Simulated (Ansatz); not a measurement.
# Al16As16H: the cost of one run

Computed with Ansatz 0.2.0 (DFT PBE, scalar-relativistic, plane waves, PAW, unless a step's input says otherwise).

3 further runs of the same task are left out: 3 set aside as unsound or not needed.

### 1 The starting structure

Symmetry: F-43m, No. 216, cubic system. The conventional cell has a = 5.728 Å, b = 5.728 Å, c = 5.728 Å, α = 90.00°, β = 90.00°, γ = 90.00°. Al (site symmetry -43m) is surrounded by 4 As at 2.48 Å. Around As (site symmetry -43m) lie 4 Al at 2.48 Å.

Structure file:

```
CELL_PARAMETERS angstrom
0.00000 2.86396 2.86396
2.86396 0.00000 2.86396
2.86396 2.86396 0.00000
ATOMIC_POSITIONS crystal
Al 0.00000 0.00000 0.00000
As 0.75000 0.75000 0.75000
```

It goes back to an entry of the Materials Project.

It is the result of an earlier relaxation at this level (volume 23.49 Å³/atom; gap on the mesh: 1.50 eV).

The host's static dielectric tensor, from an earlier linear-response run, has a mean of 11.56.

The perfect supercell (rows 1 -3 1; 1 1 -3; 1 1 1 in vectors of this cell) was computed beforehand with the same settings: E(σ→0) = -86313.8511 eV for 32 atoms, gap 2.27 eV on its own mesh.

### 2 Making the defect

The extra atom is put at (0.000, 0.000, 0.250) of the supercell, the middle of a void of radius 2.48 Å. The other atoms start on their ideal sites. Its neighbours are 4 Al at 2.48 Å, 6 As at 2.86 Å.

### 3 Charge state 0

File input.yaml:

```yaml
crystal:
  lattice:
    - [-5.7279123196, 5.7279123196, -5.7279123196]
    - [-5.7279123196, -5.7279123196, 5.7279123196]
    - [5.7279123196, 5.7279123196, 5.7279123196]
  atoms:
    - { symbol: Al, position: [0.75, 0.75, 0.5] }
    - { symbol: Al, position: [0.5, 0.0, 0.5] }
    - { symbol: Al, position: [0.5, 0.75, 0.75] }
    - { symbol: Al, position: [0.25, 0.25, 0.5], spin: 0.091 }
    - { symbol: Al, position: [0.25, 0.0, 0.75] }
    - { symbol: Al, position: [0.25, 0.75, 0.0] }
    - { symbol: Al, position: [0.0, 0.5, 0.5] }
    - { symbol: Al, position: [0.0, 0.25, 0.75] }
    - { symbol: Al, position: [0.0, 0.0, 0.0], spin: 0.091 }
    - { symbol: Al, position: [0.0, 0.75, 0.25], spin: 0.091 }
    - { symbol: Al, position: [0.75, 0.5, 0.75] }
    - { symbol: Al, position: [0.75, 0.25, 0.0] }
    - { symbol: Al, position: [0.75, 0.0, 0.25], spin: 0.091 }
    - { symbol: Al, position: [0.5, 0.5, 0.0] }
    - { symbol: Al, position: [0.5, 0.25, 0.25] }
    - { symbol: Al, position: [0.25, 0.5, 0.25] }
    - { symbol: As, position: [0.0, 0.0, 0.75] }
    - { symbol: As, position: [0.75, 0.25, 0.75] }
    - { symbol: As, position: [0.75, 0.0, 0.0], spin: 0.091 }
    - { symbol: As, position: [0.5, 0.5, 0.75] }
    - { symbol: As, position: [0.5, 0.25, 0.0] }
    - { symbol: As, position: [0.5, 0.0, 0.25] }
    - { symbol: As, position: [0.25, 0.75, 0.75] }
    - { symbol: As, position: [0.25, 0.5, 0.0] }
    - { symbol: As, position: [0.25, 0.25, 0.25], spin: 0.091 }
    - { symbol: As, position: [0.25, 0.0, 0.5], spin: 0.091 }
    - { symbol: As, position: [0.0, 0.75, 0.0], spin: 0.091 }
    - { symbol: As, position: [0.0, 0.5, 0.25] }
    - { symbol: As, position: [0.0, 0.25, 0.5], spin: 0.091 }
    - { symbol: As, position: [0.75, 0.75, 0.25], spin: 0.091 }
    - { symbol: As, position: [0.75, 0.5, 0.5] }
    - { symbol: As, position: [0.5, 0.75, 0.5] }
    - { symbol: H, position: [0.0, 0.0, 0.25], spin: 0.091 }
  host:
    lattice:
      - [0.0, 2.8639561598, 2.8639561598]
      - [2.8639561598, 0.0, 2.8639561598]
      - [2.8639561598, 2.8639561598, 0.0]
    atoms:
      - { symbol: Al, position: [0.0, 0.0, 0.0] }
      - { symbol: As, position: [0.75, 0.75, 0.75] }
basis:
  ecutwfc: 420
  xc_grid: 2
kpoints:
  mp_grid: { grid: [2, 2, 2], shift: [0.5, 0.5, 0.5] }
hamiltonian:
  xc: pbe
scf:
  occupations: { method: gaussian, width: 0.01 }
output:
  forces: true
  stress: false
  eigenvalues: true
  populations: true
  charged_corrections:
    defect_position: [0.0, 0.0, 0.25]
    epsilon: [[11.5641, 0.0, 0.0], [0.0, 11.5641, 0.0], [0.0, 0.0, 11.5641]]
magnetization:
  spin_polarized: true
relax:
  adjacent_minimum: "off"
  f_tol: 0.025
  max_steps: 45
```

Started as:

```bash
$ ansatz run input.yaml --threads 4 --pin off --max-ram 10240MiB --backend cpu --events-out ev --progress --plain --runs-dir out
```

What time and memory should one allow on 4 threads of Arm Neoverse N1, shared host?

About 2.4 min, with a peak of 2.6 GiB.
